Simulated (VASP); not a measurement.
# Gap, carriers and strain in BiSb (F-43m)

Wanted: where the band edges of BiSb lie, how heavy the carriers are and how strain moves the gap. The cell is generated by rule, not measured, and may not be a known phase.

Calculated with VASP 6.6.1; PBE; plane waves and PAW (Sb, Bi_d), in the first sound run; inputs show where later runs differ.

This is a report of a sequence of runs, with most program output left out.

The structure was built from a prototype and need not be the compound's stable phase.

## Step 1: Starting point

The structure is cubic, space group F-43m (No. 216). The conventional cell has a = 6.697 Å, b = 6.697 Å, c = 6.697 Å, α = 90.00°, β = 90.00°, γ = 90.00°. Nearest to Sb lie 4 Bi at 2.90 Å. Bi has 4 Sb at 2.90 Å nearest. Farther neighbours are not listed.

## Step 2: Relaxation of the atoms

The cell is kept as given; the atoms are relaxed first, so that no residual force shifts the band edges.

INCAR

```
SYSTEM = BiSb
PREC = Accurate
ENCUT = 400
EDIFF = 1E-06
NELM = 100
ISMEAR = 0
SIGMA = 0.02
LREAL = .FALSE.
ALGO = Normal
GGA = PE
NBANDS = 16
LORBIT = 11
LWAVE = .FALSE.
LCHARG = .FALSE.
KPAR = 4
IBRION = 2
NSW = 40
ISIF = 2
EDIFFG = -0.005
```

POSCAR

```
BiSb
1.0
    0.0000000000      3.3486300000      3.3486300000
    3.3486300000      0.0000000000      3.3486300000
    3.3486300000      3.3486300000      0.0000000000
Sb Bi
1 1
Direct
    0.0000000000      0.0000000000      0.0000000000
    0.2500000000      0.2500000000      0.2500000000
```

KPOINTS

```
Automatic mesh
0
Gamma
8 8 8
0 0 0
```

The projector-augmented-wave data sets are Sb and Bi_d (PBE family, release 64).

Started as:

```sh
mpirun -np 4 vasp_std
```

Wall time 11 s (4 MPI ranks of AMD EPYC 7R43, shared host); peak memory 0.61 GiB; 41 s of CPU time.

The k-mesh is coarse for a metal. The run keeps the 24 symmetry operations of its start, so it cannot find a distortion of lower symmetry.

The forces vanish from the start, and no atom moves.

This step gave:

| Quantity | Value |
| --- | --- |
| SCF cycles | 12 |
| electrons | 20 |
| bands | 16 |
| irreducible k-points | 29 |
| symmetry operations | 24 |
| free energy (TOTEN) | -7.180 eV |
| energy at zero smearing | -7.180 eV |
| Fermi energy | 5.528 eV |
| pressure | 9.067 GPa |
| metallic | yes |

## Step 3: Bands on a dense mesh

A dense even mesh and a path are solved together, since either alone can miss a band edge.

INCAR, as its differences from that of step 2:

```diff
@@ -10,3 +10,3 @@
 GGA = PE
-NBANDS = 16
+NBANDS = 22
 LORBIT = 11
@@ -15,5 +15,2 @@
 KPAR = 4
-IBRION = 2
-NSW = 40
 ISIF = 2
-EDIFFG = -0.005
```

POSCAR is that of step 2.

KPOINTS

```
Automatic mesh
0
Gamma
10 10 10
0 0 0
```

KPOINTS_OPT

```
Line mode
24
Line-mode
Reciprocal
  0.00000000   0.00000000   0.00000000 GAMMA
  0.50000000   0.00000000   0.50000000 X

  0.50000000   0.00000000   0.50000000 X
  0.50000000   0.25000000   0.75000000 W

  0.50000000   0.25000000   0.75000000 W
  0.37500000   0.37500000   0.75000000 K

  0.37500000   0.37500000   0.75000000 K
  0.00000000   0.00000000   0.00000000 GAMMA

  0.00000000   0.00000000   0.00000000 GAMMA
  0.50000000   0.50000000   0.50000000 L

  0.50000000   0.50000000   0.50000000 L
  0.62500000   0.25000000   0.62500000 U

  0.62500000   0.25000000   0.62500000 U
  0.50000000   0.25000000   0.75000000 W

  0.50000000   0.25000000   0.75000000 W
  0.50000000   0.50000000   0.50000000 L

  0.50000000   0.50000000   0.50000000 L
  0.37500000   0.37500000   0.75000000 K

  0.62500000   0.25000000   0.62500000 U
  0.50000000   0.00000000   0.50000000 X
```

Started as:

```sh
mpirun -np 4 vasp_std
```

The job ended after 55 s (4 MPI ranks; peak memory 0.82 GiB).

This step gave:

| Quantity | Value |
| --- | --- |
| bands | 22 |
| irreducible k-points | 47 |
| free energy (TOTEN) | -7.204 eV |
| energy at zero smearing | -7.204 eV |
| Fermi energy | 5.517 eV |
| pressure | 8.774 GPa |

Electronic bands along the path, in eV, zero at the Fermi level; # counts the bands kept:

```csv
point,#1,#2,#3,#4,#5,#6,#7,#8
Γ,-5.68,-1.76,-1.76,-1.76,0.65,0.65,0.65,3.58
0.52 of the way,-7.75,-3.13,-3.13,-0.54,-0.19,2.96,2.96,4.47
X,-9.63,-3.81,-3.81,-0.76,-0.46,5.16,5.16,6.46
0.52 of the way,-9.61,-4.04,-4.02,-0.09,0.29,3.98,4.04,6.71
W,-9.60,-4.20,-4.17,0.73,1.35,2.72,2.88,6.81
0.48 of the way,-9.55,-4.37,-3.83,0.07,1.36,3.18,3.30,5.93
K,-9.51,-4.45,-3.52,-0.56,1.39,3.61,3.96,5.12
0.48 of the way,-7.89,-3.67,-2.43,-1.08,1.60,1.64,2.59,5.36
Γ,-5.68,-1.76,-1.76,-1.76,0.65,0.65,0.65,3.58
0.52 of the way,-7.41,-2.38,-2.38,-2.15,1.49,1.49,2.30,5.15
L,-8.80,-2.74,-2.74,-2.53,1.82,1.82,4.63,5.65
0.52 of the way,-9.05,-4.16,-3.10,-0.87,1.71,2.67,3.71,5.58
U,-9.51,-4.45,-3.52,-0.56,1.39,3.61,3.96,5.12
0.52 of the way,-9.55,-4.37,-3.83,0.07,1.36,3.18,3.30,5.93
W,-9.60,-4.20,-4.17,0.73,1.35,2.72,2.88,6.81
0.48 of the way,-9.13,-4.25,-3.30,-0.49,1.55,2.92,3.50,5.30
L,-8.80,-2.74,-2.74,-2.53,1.82,1.82,4.63,5.65
0.48 of the way,-9.01,-4.07,-3.05,-0.97,1.69,2.55,3.84,5.68
K,-9.51,-4.45,-3.52,-0.56,1.39,3.61,3.96,5.12
jump to U,-9.51,-4.45,-3.52,-0.56,1.39,3.61,3.96,5.12
0.48 of the way,-9.61,-4.10,-3.73,-0.62,0.12,4.46,4.75,6.05
X,-9.63,-3.81,-3.81,-0.76,-0.46,5.16,5.16,6.46
```

Of the projections kept (Sb, Bi), the largest for each band there; the rest of the weight can lie on other orbitals:

```csv
point,#1,#2,#3,#4,#5,#6,#7,#8
Γ,Sb 0.55,Bi 0.55,Bi 0.55,Bi 0.55,Bi 0.57,Bi 0.57,Bi 0.57,Sb 0.58
X,Sb 0.89,Bi 0.55,Bi 0.55,Sb 0.69,Bi 0.70,Bi 0.54,Bi 0.54,Sb 0.82
W,Sb 0.89,Bi 0.59,Bi 0.53,Sb 0.76,Bi 0.76,Sb 0.74,Bi 0.81,Sb 0.68
K,Sb 0.84,Bi 0.56,Bi 0.55,Sb 0.53,Bi 0.52,Bi 0.59,Bi 0.54,Sb 0.52
Γ,Sb 0.55,Bi 0.55,Bi 0.55,Bi 0.55,Bi 0.57,Bi 0.57,Bi 0.57,Sb 0.58
L,Sb 0.65,Bi 0.55,Bi 0.55,Sb 0.51,Bi 0.56,Bi 0.56,Sb 0.50,Sb 0.60
```

At 8.8 GPa the cell is away from the equilibrium volume of this level: left free, it would expand.

## Step 4: Bands with spin-orbit coupling

This step: PBE, spin-orbit coupling; plane waves and PAW (Sb, Bi_d); invented cell (VASP 6.6.1).

Spin-orbit coupling can split and shift the band edges, more so for heavy elements, so the bands are solved again with spinors.

INCAR, as its differences from that of step 3:

```diff
@@ -10,3 +10,8 @@
 GGA = PE
-NBANDS = 22
+LNONCOLLINEAR = .TRUE.
+MAGMOM = 0 0 0 0 0 0
+NBANDS = 32
+GGA_COMPAT = .FALSE.
+LASPH = .TRUE.
+LSORBIT = .TRUE.
 LORBIT = 11
```

POSCAR is that of step 3.

KPOINTS

```
Automatic mesh
0
Gamma
8 8 8
0 0 0
```

KPOINTS_OPT, as its differences from that of step 3:

```diff
@@ -1,3 +1,3 @@
 Line mode
-24
+16
 Line-mode
```

Started as:

```sh
mpirun -np 4 vasp_ncl
```

Elapsed: 2.2 min, on 4 MPI ranks; peak memory 1.4 GiB; 8.7 min of CPU time.

LASPH is on here and off in the session's scalar semilocal runs, so a comparison with those holds both changes.

Numbers from this step:

| Property | Result |
| --- | --- |
| SCF cycles | 13 |
| bands | 32 |
| irreducible k-points | 43 |
| free energy (TOTEN) | -8.030 eV |
| energy at zero smearing | -8.030 eV |
| Fermi energy | 5.469 eV |
| pressure | 9.367 GPa |

The spin moment in the PAW sphere vanishes on all atoms.

On-site spin-orbit energy by atom:

```csv
atom,on-site spin-orbit energy (eV)
Sb1,-0.18
Bi2,-1.62
```

Electronic bands along the path, in eV, zero at the Fermi level; # counts the bands kept:

```csv
point,#5,#6,#7,#8,#9,#10,#11,#12
Γ,-1.26,-1.26,-1.26,-1.26,-0.03,-0.03,1.09,1.09
0.53 of the way,-2.93,-2.93,-0.50,-0.50,-0.12,-0.12,2.86,2.86
X,-3.61,-3.61,-0.71,-0.71,-0.39,-0.39,4.69,4.69
0.53 of the way,-3.92,-3.75,-0.19,0.04,0.10,0.64,3.61,3.88
W,-4.09,-3.88,0.56,0.64,0.98,1.95,2.63,2.81
0.47 of the way,-3.88,-3.66,-0.02,0.11,1.13,1.65,3.03,3.18
K,-3.57,-3.41,-0.56,-0.54,1.21,1.56,3.39,3.66
0.53 of the way,-2.46,-2.18,-1.21,-1.05,1.07,1.35,1.68,1.77
Γ,-1.26,-1.26,-1.26,-1.26,-0.03,-0.03,1.09,1.09
0.53 of the way,-2.08,-2.08,-1.93,-1.92,1.14,1.14,1.92,1.94
L,-2.45,-2.45,-2.27,-2.27,1.52,1.52,2.18,2.18
0.53 of the way,-3.17,-3.00,-0.90,-0.75,1.60,1.75,2.74,2.75
U,-3.57,-3.41,-0.56,-0.54,1.21,1.56,3.39,3.66
0.47 of the way,-3.83,-3.61,-0.14,-0.01,1.15,1.62,3.10,3.27
W,-4.09,-3.88,0.56,0.64,0.98,1.95,2.63,2.81
0.47 of the way,-3.42,-3.15,-0.57,-0.36,1.38,1.78,2.71,3.09
L,-2.45,-2.45,-2.27,-2.27,1.52,1.52,2.18,2.18
0.47 of the way,-3.11,-2.92,-1.05,-0.89,1.58,1.68,2.59,2.60
K,-3.57,-3.41,-0.56,-0.54,1.21,1.56,3.39,3.66
jump to U,-3.57,-3.41,-0.56,-0.54,1.21,1.56,3.39,3.66
0.47 of the way,-3.74,-3.57,-0.63,-0.55,0.04,0.35,4.08,4.36
X,-3.61,-3.61,-0.71,-0.71,-0.39,-0.39,4.69,4.69
```

Of the projections kept (Sb, Bi), the largest for each band there; the rest of the weight can lie on other orbitals:

```csv
point,#5,#6,#7,#8,#9,#10,#11,#12
Γ,Sb 0.53,Sb 0.53,Sb 0.53,Sb 0.53,Sb 0.60,Sb 0.60,Bi 0.65,Bi 0.65
X,Sb 0.51,Sb 0.51,Sb 0.69,Sb 0.69,Bi 0.68,Bi 0.68,Bi 0.52,Bi 0.52
W,Sb 0.53,Bi 0.55,Sb 0.76,Bi 0.74,Sb 0.76,Bi 0.76,Sb 0.60,Sb 0.74
K,Bi 0.56,Bi 0.52,Bi 0.53,Sb 0.59,Bi 0.52,Sb 0.52,Sb 0.53,Bi 0.59
Γ,Sb 0.53,Sb 0.53,Sb 0.53,Sb 0.53,Sb 0.60,Sb 0.60,Bi 0.65,Bi 0.65
L,Sb 0.54,Sb 0.54,Bi 0.51,Bi 0.51,Sb 0.50,Sb 0.50,Bi 0.60,Bi 0.60
```

## Step 5: Orbitals for bands with HSE06

This step: PBE; plane waves and PAW (Sb, Bi_d); invented cell (VASP 6.6.1).

The hybrid starts from PBE orbitals, which saves many expensive cycles.

INCAR

```
SYSTEM = BiSb
PREC = Accurate
ENCUT = 400
EDIFF = 1E-05
NELM = 100
ISMEAR = 0
SIGMA = 0.02
LREAL = .FALSE.
ALGO = Normal
GGA = PE
NBANDS = 16
LORBIT = 11
LWAVE = .TRUE.
LCHARG = .FALSE.
KPAR = 4
```

POSCAR is that of step 4.

KPOINTS

```
Automatic mesh
0
Gamma
4 4 4
0 0 0
```

Started as:

```sh
mpirun -np 4 vasp_std
```

Wall time 4 s (4 MPI ranks); peak memory 0.54 GiB; 13 s of CPU time.

This step gave:

| Quantity | Value |
| --- | --- |
| SCF cycles | 10 |
| bands | 16 |
| irreducible k-points | 8 |
| free energy (TOTEN) | -7.381 eV |
| energy at zero smearing | -7.380 eV |
| Fermi energy | 5.286 eV |
| pressure | 7.682 GPa |

The run ends at a pressure of 7.68 GPa.

## Step 6: Bands with HSE06

This step: HSE06; plane waves and PAW (Sb, Bi_d); invented cell (VASP 6.6.1).

A quarter of screened exact exchange corrects much of the semilocal gap error; its cost forces a coarser mesh.

INCAR

```
SYSTEM = BiSb
PREC = Accurate
ENCUT = 400
EDIFF = 1E-06
NELM = 100
ISMEAR = 0
SIGMA = 0.02
LREAL = .FALSE.
ALGO = Normal
LHFCALC = .TRUE.
AEXX = 0.25
GGA = PE
HFSCREEN = 0.2
LASPH = .TRUE.
NBANDS = 16
PRECFOCK = Fast
LORBIT = 11
LWAVE = .FALSE.
LCHARG = .FALSE.
KPAR = 4
ISIF = 2
```

POSCAR is that of step 5.

KPOINTS is that of step 5.

KPOINTS_OPT, as its differences from that of step 4:

```diff
@@ -1,3 +1,3 @@
 Line mode
-16
+8
 Line-mode
```

The run starts from files that an earlier step left in the folder.

Started as:

```sh
mpirun -np 4 vasp_std
```

It took 8.7 min on 4 MPI ranks; peak memory 1.1 GiB.

The k-mesh is coarse for exact exchange; in a metal the Fermi energy and the levels can shift by several tenths of an eV on a finer one. The PAW data sets were made with PBE, which is usual practice but a small mismatch for other functionals.

Numbers from this step:

| Item | Value |
| --- | --- |
| SCF cycles | 7 |
| free energy (TOTEN) | -9.034 eV |
| energy at zero smearing | -9.034 eV |
| Fermi energy | 5.226 eV |
| pressure | 5.989 GPa |

The electronic bands at the labelled points (eV, zero at the Fermi level; # counts the bands kept):

```csv
point,#1,#2,#3,#4,#5,#6,#7,#8
Γ,-6.06,-1.97,-1.97,-1.97,0.96,0.96,0.96,4.07
0.57 of the way,-8.78,-3.63,-3.63,-0.53,0.02,3.82,3.82,5.01
X,-10.66,-4.24,-4.24,-0.73,-0.29,5.93,5.93,7.14
0.57 of the way,-10.64,-4.53,-4.52,0.15,0.69,4.38,4.46,7.49
W,-10.63,-4.69,-4.66,0.95,1.75,3.16,3.34,7.58
0.43 of the way,-10.57,-4.87,-4.32,0.34,1.73,3.61,3.74,6.71
K,-10.51,-4.97,-3.92,-0.47,1.75,4.17,4.61,5.65
0.43 of the way,-8.92,-4.30,-2.84,-0.96,2.14,2.27,3.09,5.96
Γ,-6.06,-1.97,-1.97,-1.97,0.96,0.96,0.96,4.07
0.57 of the way,-8.34,-2.73,-2.73,-2.34,1.96,1.96,3.06,5.75
L,-9.70,-3.06,-3.06,-2.68,2.24,2.24,5.25,6.33
0.57 of the way,-10.04,-4.73,-3.51,-0.72,2.15,3.34,4.12,6.04
U,-10.51,-4.97,-3.92,-0.47,1.75,4.17,4.61,5.65
0.43 of the way,-10.55,-4.91,-4.18,0.03,1.74,3.82,3.99,6.37
W,-10.63,-4.69,-4.66,0.95,1.75,3.16,3.34,7.58
0.43 of the way,-10.14,-4.81,-3.79,-0.21,1.92,3.55,3.93,5.78
L,-9.70,-3.06,-3.06,-2.68,2.24,2.24,5.25,6.33
0.43 of the way,-9.89,-4.41,-3.35,-1.10,2.06,2.90,4.59,6.39
K,-10.51,-4.97,-3.92,-0.47,1.75,4.17,4.61,5.65
jump to U,-10.51,-4.97,-3.92,-0.47,1.75,4.17,4.61,5.65
0.43 of the way,-10.63,-4.63,-4.13,-0.54,0.46,5.01,5.39,6.57
X,-10.66,-4.24,-4.24,-0.73,-0.29,5.93,5.93,7.14
```

Of the projections kept (Sb, Bi), the largest for each band there; the rest of the weight can lie on other orbitals:

```csv
point,#1,#2,#3,#4,#5,#6,#7,#8
Γ,Sb 0.53,Bi 0.51,Bi 0.51,Bi 0.51,Bi 0.56,Bi 0.56,Bi 0.56,Sb 0.58
X,Sb 0.89,Bi 0.52,Bi 0.52,Sb 0.69,Bi 0.69,Bi 0.53,Bi 0.53,Sb 0.82
W,Sb 0.89,Bi 0.56,Sb 0.51,Sb 0.76,Bi 0.75,Sb 0.76,Bi 0.80,Sb 0.68
K,Sb 0.83,Bi 0.53,Bi 0.52,Sb 0.55,Sb 0.50,Bi 0.58,Bi 0.53,Sb 0.53
Γ,Sb 0.53,Bi 0.51,Bi 0.51,Bi 0.51,Bi 0.56,Bi 0.56,Bi 0.56,Sb 0.58
L,Sb 0.63,Bi 0.52,Bi 0.52,Sb 0.52,Bi 0.55,Bi 0.55,Sb 0.51,Sb 0.62
```

## Step 7: What came out

```
gap, PBE                               : none
gap with spin-orbit coupling           : none
gap, HSE06 without spin-orbit coupling : none
```

At this level the bands overlap or touch. Masses were not obtained, since there is no gap at this level. The strain response was not obtained, since there is no gap at this level.

[Lines on the potential files, build, host, timing and source positions are cut from VASP's logs without a mark.]

[Logs are printed without paths, hosts, clocks, repeated set-up lines and the standing remarks that a program may print on its own settings, such as how far it seeks lower states.]

[Hosts, paths, dates, database ids (printed as entryN), source tags and the programs' standing remarks are cut or masked in the printed files.]

[In band tables of VASP the shares of atoms and orbitals are scaled to a sum of 1 inside the atoms' spheres.]

[Gaps and slopes under strain along one axis are those of the sampled path and mesh points; where strain splits equal valleys, another of them can be the edge.]
